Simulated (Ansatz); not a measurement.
**ZrB2: properties at the relaxed cell**

This session takes ZrB2 and sets out to relax it again with other functionals.

Method: DFT PBE, scalar-relativistic, plane waves, PAW, in Ansatz 0.2.0.

2 further runs of the same task are left out: 2 set aside as unsound or not needed. Runs told in other sessions of the task aren't counted.

### Step 1. The system as given

The structure is hexagonal, space group P6/mmm (No. 191). Conventional cell: a = 3.171 Å, b = 3.171 Å, c = 3.542 Å, α = 90.00°, β = 90.00°, γ = 120.00°. Around Zr (site symmetry 6/mmm) lie 12 B at 2.55 Å. B (site symmetry -6m2) has 3 B at 1.83 Å and 6 Zr at 2.55 Å in its first shell of neighbours.

As a file:

```cif
data_structure
_symmetry_space_group_name_H-M 'P6/mmm'
_symmetry_Int_Tables_number 191
_cell_length_a 3.1713
_cell_length_b 3.1713
_cell_length_c 3.5420
_cell_angle_alpha 90.000
_cell_angle_beta 90.000
_cell_angle_gamma 120.000
_cell_volume 30.85
loop_
_atom_site_label
_atom_site_type_symbol
_atom_site_symmetry_multiplicity
_atom_site_Wyckoff_symbol
_atom_site_fract_x
_atom_site_fract_y
_atom_site_fract_z
_atom_site_occupancy
Zr1 Zr 1 a 0.00000 0.00000 0.00000 1
B1 B 2 d 0.33333 0.66667 0.50000 1
```

It is the result of an earlier relaxation at this level (volume 10.28 Å³/atom; gap on the mesh: none (metal)).

### Step 2. Relaxing with LDA

input.yaml reads:

```yaml
crystal:
  lattice:
    - [3.1713308744, 0.0, 0.0]
    - [-1.5856654372, 2.746453101, 0.0]
    - [0.0, 0.0, 3.5419829898]
  atoms:
    - { symbol: Zr, position: [0.0, 0.0, 0.0] }
    - { symbol: B, position: [0.3333333333, 0.6666666667, 0.5] }
    - { symbol: B, position: [0.6666666667, 0.3333333333, 0.5] }
basis:
  ecutwfc: 420
kpoints:
  mp_grid: { grid: [18, 18, 12] }
hamiltonian:
  xc: lda
scf:
  occupations: { method: gaussian, width: 0.1 }
output:
  forces: true
  stress: true
  eigenvalues: true
relax:
  adjacent_minimum: "off"
  f_tol: 0.005
  max_steps: 50
  cell: { stress_tol: 0.05 }
```

Launch:

```bash
> ansatz run input.yaml --threads 1 --pin off --max-ram 2560MiB --backend cpu --events-out ev --progress --plain --runs-dir out
```

### Step 3. The cell under PBE+D3(BJ)

input.yaml, as its differences from that of step 2:

```diff
@@ -14,3 +14,4 @@
 hamiltonian:
-  xc: lda
+  xc: pbe
+  dispersion: d3bj
 scf:
```

(Steps that only read results are left out.)

Before running it: what results should come out?

**Answer**, as computed:

The volumes rise in the order LDA, PBE+D3(BJ), PBE, over 4.0 %. PBE comes nearest to the reported cell (+0.3 %).
